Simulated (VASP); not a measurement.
# K (Im-3m) in VASP: further runs

Runs on K. Level: r2SCAN. Tasks: single point.

Program: VASP 6.6.1. These are calculated values, not measurements. Logs are shortened: lines on timing, memory, paths and dates and some standing lists are left out, and cuts for length are marked.

### Step 1. Starting point

It takes space group Im-3m (No. 229, cubic). The conventional cell has a = 5.395 Å, b = 5.395 Å, c = 5.395 Å, α = 90.00°, β = 90.00°, γ = 90.00°.

### Step 2. Single point, r2SCAN

Contents of INCAR:

```
SYSTEM = K
ADDGRID = .False.
ALGO = Normal
EDIFF = 1E-6
ENCUT = 700
ISIF = 2
ISMEAR = -1
LASPH = .True.
LCHARG = .False.
LMIXTAU = .True.
LREAL = .False.
LWAVE = .False.
METAGGA = R2SCAN
NBANDS = 10
NELM = 100
PREC = Accurate
SIGMA = 0.15
```

Contents of KPOINTS:

```
k-points
0
Gamma
  3 3 3
  0 0 0
```

Contents of POSCAR:

```
K
1.0
   -2.6975585167      2.6975585167      2.6975585167
    2.6975585167     -2.6975585167      2.6975585167
    2.6975585167      2.6975585167     -2.6975585167
K
1
Direct
    0.0000000000      0.0000000000      0.0000000000
```

Potentials or basis: VASP PAW PBE potentials, release 64 (K_pv).

Launch:

```bash
$ cat potpaw_PBE.64/K_pv/POTCAR > POTCAR
$ mpirun -np 1 vasp_std > vasp.out
```

OUTCAR:

```text
SYSTEM = K
   EDIFF = 1E-6
   ENCUT = 700
   ISIF = 2
   ISMEAR = -1
   LASPH = .True.
   LREAL = .False.
   METAGGA = R2SCAN
   NELM = 100
   PREC = Accurate

 Found      4 irreducible k-points:

 Following reciprocal coordinates:
            Coordinates               Weight
  0.000000  0.000000  0.000000      1.000000
  0.333333  0.000000  0.000000     12.000000
  0.333333  0.333333  0.000000      8.000000
 -0.333333  0.333333  0.333333      6.000000
   k-points           NKPTS =      4   k-points in BZ     NKDIM =      4   number of bands    NBANDS=     10
   number of dos      NEDOS =    301   number of ions     NIONS =      1
   total plane-waves  NPLWV =  64000
   dimension x,y,z NGX =    40 NGY =   40 NGZ =   40
   dimension x,y,z NGXF=    80 NGYF=   80 NGZF=   80
   ions per type =               1
   NGX,Y,Z   is equivalent  to a cutoff of  14.23, 14.23, 14.23 a.u.
   NGXF,Y,Z  is equivalent  to a cutoff of  28.46, 28.46, 28.46 a.u.
 SYSTEM =  K
   PREC   = accura    normal or accurate (medium, high low for compatibility)
   ISTART =      0    job   : 0-new  1-cont  2-samecut
   ICHARG =      2    charge: 1-file 2-atom 10-const
   ISPIN  =      1    spin polarized calculation?
   LNONCOLLINEAR =      F non collinear calculations
   LSORBIT =      F    spin-orbit coupling
   LASPH  =      T    aspherical Exc in radial PAW
   ENCUT  =  700.0 eV  51.45 Ry    7.17 a.u.  10.08 10.08 10.08*2*pi/ulx,y,z
   NELM   =    100;   NELMIN=  2; NELMDL= -5     # of ELM steps
   EDIFF  = 0.1E-05   stopping-criterion for ELM
   LREAL  =      F    real-space projection
   EDIFFG = 0.1E-04   stopping-criterion for IOM
   NSW    =      0    number of steps for IOM
   IBRION =     -1    ionic relax: 0-MD 1-quasi-New 2-CG
   NFREE  =      0    steps in history (QN), initial steepest desc. (CG)
   ISIF   =      2    stress and relaxation
   ISYM   =      2    0-nonsym 1-usesym 2-fastsym
   POTIM  = 0.5000    time-step for ionic-motion
   TEBEG  =    0.0;   TEEND  =   0.0 temperature during run
   PSTRESS=    0.0 pullay stress
   NELECT =       7.0000    total number of electrons
   NUPDOWN=      -1.0000    fix difference up-down
   EMIN   =  10.00;   EMAX   =-10.00  energy-range for DOS
   EFERMI =   0.00;   METHOD = LEGACY
   ISMEAR =    -1;   SIGMA  =   0.15  broadening in eV -4-tet -1-fermi 0-gaus
   EFERMI_NEDOS =   21; number of points for ismear=-14 and -15
   IALGO  =     38    algorithm
   IMIX   =      4    mixing-type and parameters
     AMIX     =   0.40;   BMIX     =  1.00
     AMIX_MAG =   1.60;   BMIX_MAG =  1.00
  volume/ion in A,a.u.               =      78.52       529.87
  Fermi-wavevector in a.u.,A,eV,Ry     =   0.731335  1.382024  7.277097  0.534852
  Thomas-Fermi vector in A             =   1.823527
   LORBIT       =      0    0 simple, 1 ext, 2 COOP (PROOUT), +10 PAW based schemes
   METAGGA = R2SCAN    functional components
   LHFCALC =     F    Hartree Fock is set to
   AEXX    =    0.0000 exact exchange contribution
   IVDW    =     0    specifies the selected vdW correction
   LEPSILON=     F    determine dielectric tensor
   LRPA    =     F    only Hartree local field effects (RPA)
 non-spin polarized calculation
  energy-cutoff  :      700.00
  volume of cell :       78.52
 maximum number of plane-waves:      3319
   NGX = 21   NGY = 21   NGZ = 21

 number of electron       7.0000000 magnetization

 Free energy of the ion-electron system (eV)
  ---------------------------------------------------
  ext. energy  EPLUGINS =         0.00000000
  ---------------------------------------------------
  free energy    TOTEN  =        -6.08813189 eV

  energy without entropy =       -6.06403284  energy(sigma->0) =       -6.07608237

 E-fermi :  -1.2647     XC(G=0):  -5.7904

 val. band max:       -2.0935799450   @ k =   0.3333   0.0000   0.0000
 cond. band min:      -0.9188743002   @ k =  -0.3333   0.3333   0.3333
 fundamental gap:      1.1747056448
 Fermi energy:        -1.2646900215

 k-point     1 :       0.0000    0.0000    0.0000
  band No.  band energies     occupation
      1     -17.4928      2.00000
      2     -17.4928      2.00000
      3     -17.4928      2.00000
      4      -3.4296      2.00000
      5       3.5526      0.00000
      6       3.5526      0.00000
      7       3.5526      0.00000
      8       4.5356      0.00000
      9       4.5356      0.00000
     10       7.0527      0.00000

 k-point     2 :       0.3333    0.0000    0.0000
  band No.  band energies     occupation
      1     -17.5353      2.00000
      2     -17.5070      2.00000
      3     -17.4928      2.00000
      4      -2.0936      1.99207
      5       1.0837      0.00000
      6       2.5077      0.00000
      7       4.3517      0.00000
      8       4.5004      0.00000
      9       4.6195      0.00000
     10       6.1474      0.00000

 k-point     3 :       0.3333    0.3333    0.0000
  band No.  band energies     occupation
      1     -17.5316      2.00000
      2     -17.5316      2.00000
      3     -17.4998      2.00000
      4      -0.0015      0.00044
      5      -0.0015      0.00044
      6       0.6027      0.00001
      7       3.7432      0.00000
      8       4.7023      0.00000
      9       4.7023      0.00000
     10       6.4521      0.00000

 k-point     4 :      -0.3333    0.3333    0.3333
  band No.  band energies     occupation
      1     -17.5299      2.00000
      2     -17.5227      2.00000
      3     -17.5227      2.00000
      4      -0.9189      0.18135
      5       1.1844      0.00000
      6       2.4143      0.00000
      7       2.4143      0.00000
      8       3.2093      0.00000
      9       5.0926      0.00000
     10       6.1953      0.00000

------------------------ aborting loop because EDIFF is reached ----------------------------------------

  FORCE on cell =-STRESS in cart. coord.  units (eV):
  Direction    XX          YY          ZZ          XY          YZ          ZX
  --------------------------------------------------------------------------------------
  -------------------------------------------------------------------------------------
  Total       -0.0872396     -0.0872396     -0.0872396      0.0000000      0.0000000     -0.0000000
  in kB       -1.7801306     -1.7801306     -1.7801306      0.0000000      0.0000000     -0.0000000
  external PRESSURE =      -1.7801306 kB  Pullay stress =       0.0000000 kB

 VOLUME and BASIS-vectors are now :
 -----------------------------------------------------------------------------
  energy-cutoff  :      700.00
  volume of cell :       78.52
      direct lattice vectors                 reciprocal lattice vectors
    -2.697558517  2.697558517  2.697558517     0.000000000  0.185352791  0.185352791
     2.697558517 -2.697558517  2.697558517     0.185352791  0.000000000  0.185352791
     2.697558517  2.697558517 -2.697558517     0.185352791  0.185352791  0.000000000

 POSITION                                       TOTAL-FORCE (eV/Angst)
 -----------------------------------------------------------------------------------
      0.00000      0.00000      0.00000         0.000000     -0.000000     -0.000000
 -----------------------------------------------------------------------------------
    total drift:                                0.000000      0.000000     -0.000000

  FREE ENERGIE OF THE ION-ELECTRON SYSTEM (eV)
  ---------------------------------------------------
  free  energy   TOTEN  =        -6.0881318912 eV

  energy  without entropy=       -6.0640328441  energy(sigma->0) =       -6.07608237
```

It took 33 s on 1 thread of Intel Xeon Platinum 8559C (Emerald Rapids), shared host; peak memory 0.25 GiB.

The run converged, but some of its settings lie outside the range that counts as converged, so its numbers aren't taken as properties of the crystal.

Results:

```
Free energy            : -6.0881 eV
Pressure               : -0.2 GPa
Band gap on the k mesh : none (metal or under the smearing width)
```

Caveat: the k mesh is coarse (spacing up to 0.55 Å⁻¹), so the values aren't converged; the PAW data sets were made with another functional, which shifts forces and pressure a little.

### Step 3. Single point, r2SCAN

INCAR is that of step 2.

KPOINTS is that of step 2.

Contents of POSCAR:

```
K
1.0
   -2.6491090000      2.6630490000      2.6437420000
    2.6773590000     -2.6874940000      2.6964360000
    2.7342160000      2.7726000000     -2.6681870000
K
1
Direct
   -0.0060180000      0.0074470000      0.0002300000
```

Potentials or basis: VASP PAW PBE potentials, release 64 (K_pv).

Launch:

```bash
$ cat potpaw_PBE.64/K_pv/POTCAR > POTCAR
$ mpirun -np 1 vasp_std > vasp.out
```

Run time: 82 s. Hardware: 1 thread of Intel Xeon Platinum 8559C (Emerald Rapids), shared host; peak memory 0.26 GiB.

The run converged, but some of its settings lie outside the range that counts as converged, so its numbers aren't taken as properties of the crystal.

Results:

- Free energy: -6.0869 eV
- Pressure: -0.2 GPa
- Band gap on the k mesh: none (metal or under the smearing width)

Caveat: the k mesh is coarse (spacing up to 0.55 Å⁻¹), so the values aren't converged; the PAW data sets were made with another functional, which shifts forces and pressure a little.

### Step 4. Single point, r2SCAN

Changes to INCAR since step 3:

```diff
@@ -4,3 +4,3 @@
 EDIFF = 1E-6
-ENCUT = 700
+ENCUT = 450
 ISIF = 2
```

Contents of KPOINTS:

```
k-points
0
Gamma
  4 4 4
  0 0 0
```

Contents of POSCAR:

```
K
1.0
   -2.6975585167      2.6975585167      2.6975585167
    2.6975585167     -2.6975585167      2.6975585167
    2.6975585167      2.6975585167     -2.6975585167
K
1
Direct
    0.0000000000      0.0000000000      0.0000000000
```

Launch:

```bash
$ cat potpaw_PBE.64/K_pv/POTCAR > POTCAR
$ mpirun -np 1 vasp_std > vasp.out
```

Wall time 24 s (1 thread of Intel Xeon Platinum 8559C (Emerald Rapids), shared host); peak memory 0.18 GiB.

These settings aren't checked as converged: the numbers below hold their error.

Results:

```
Free energy            : -5.9752 eV
Pressure               : 0.0 GPa
Band gap on the k mesh : none (metal or under the smearing width)
```

Caveat: the k mesh is coarse (spacing up to 0.41 Å⁻¹), so the values aren't converged; the PAW data sets were made with another functional, which shifts forces and pressure a little.
